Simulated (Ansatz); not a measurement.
TiSi2, before and after

The guess for TiSi2 was made by a generator: random cell by space group and Wyckoff sites (P4mm, No. 99). Its size is a rough estimate.

start.cif

```cif
data_structure
_symmetry_space_group_name_H-M 'P4mm'
_symmetry_Int_Tables_number 99
_cell_length_a 4.2436
_cell_length_b 4.2436
_cell_length_c 6.0070
_cell_angle_alpha 90.000
_cell_angle_beta 90.000
_cell_angle_gamma 90.000
_cell_volume 108.18
loop_
_atom_site_label
_atom_site_type_symbol
_atom_site_symmetry_multiplicity
_atom_site_Wyckoff_symbol
_atom_site_fract_x
_atom_site_fract_y
_atom_site_fract_z
_atom_site_occupancy
Ti1 Ti 2 c 0.00000 0.50000 0.78574 1
Si1 Si 2 c 0.00000 0.50000 0.15199 1
Si2 Si 1 a 0.00000 0.00000 0.13781 1
Si3 Si 1 b 0.50000 0.50000 0.77831 1
```

Computed with Ansatz, DFT PBE, scalar-relativistic, plane waves, PAW. Cutoff 420 eV, Gaussian smearing, Γ-centred meshes. Cell and atoms relax first on a coarse mesh and then on a finer one. In between, the cell is made exact in the group found at 0.06 Å. In metals the finer mesh still leaves noise of several meV/atom or more. The steps can't lower the symmetry of their start. No spin polarisation in the relaxation; trial moments died out in a coarse test.

end.cif

```cif
data_structure
_symmetry_space_group_name_H-M 'P4mm'
_symmetry_Int_Tables_number 99
_cell_length_a 3.2025
_cell_length_b 3.2025
_cell_length_c 5.1747
_cell_angle_alpha 90.000
_cell_angle_beta 90.000
_cell_angle_gamma 90.000
_cell_volume 53.07
loop_
_atom_site_label
_atom_site_type_symbol
_atom_site_symmetry_multiplicity
_atom_site_Wyckoff_symbol
_atom_site_fract_x
_atom_site_fract_y
_atom_site_fract_z
_atom_site_occupancy
Ti1 Ti 1 b 0.50000 0.50000 0.28737 1
Si1 Si 1 b 0.50000 0.50000 0.79178 1
Si2 Si 1 a 0.00000 0.00000 0.02506 1
```

The symmetry stays P4mm (No. 99). The volume per atom shrinks by 1.9 %, from 18.0 to 17.7 Å³. The shortest distance goes from 2.12 Å (Ti–Si and Si–Si) to 2.56 Å (Ti–Si). The ratio c/a of the conventional cell changes by a factor of 1.14. The energy falls by about 1.5 eV/atom (the start's value is from the coarse mesh). The end is written in a standard setting, so origin, axes and order of atoms can differ from the start's.

For TiSi2, the volume per atom is 17.69 Å³ and the density is 3.26 g/cm³. The formation energy is +0.18 eV/atom and the gap on the 14×14×10 mesh of the 3-atom cell is 0 eV (a metal).

Energies over the elements count from the elements' standard structures at the same level, with no fitted energy shifts. It can't be a ground state, since the elements alone are lower.

The last run used Gaussian smearing of 0.10 eV. Symmetry constrained the relaxation, so the result can be a saddle point. In all, the 3 runs took 2.2 min on 1 thread of Arm Neoverse V2, with other jobs on the host. Another cell of TiSi2 relaxed alike, in Cmcm (a Materials Project cell), lies 0.75 eV/atom lower, so this cell isn't the stable form at this level.
